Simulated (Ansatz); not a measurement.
Crystal: KCl (Sylvite).

```
K Cl
1.0
     0.00000    3.14647    3.14647
     3.14647    0.00000    3.14647
     3.14647    3.14647    0.00000
K Cl
1 1
Direct
  0.00000 0.00000 0.00000
  0.50000 0.50000 0.50000
```

Base run:

- Program: Ansatz 0.2.0
- Functional: HSE06
- Potentials or basis: all-electron PAW datasets made for the crystal
- Cutoff: 250 eV (chosen from the basis error)
- k mesh: 6 × 6 × 6
- Occupations: fermi-dirac, width 0.05 eV
- Spin: no spin polarisation

Its results: band gap on the k mesh 6.50 eV, direct; pressure 0.4 GPa.

**Question.** The run is repeated on the same cell with these changes: functional from HSE06 to PBE; cutoff from 250 eV (chosen from the basis error) to 220 eV (chosen from the basis error). What comes out?

**Answer.** Band gap on the k mesh 5.19 eV, direct; pressure 0.8 GPa.

HSE06 gives the wider gap, since exact exchange removes part of the self-interaction.

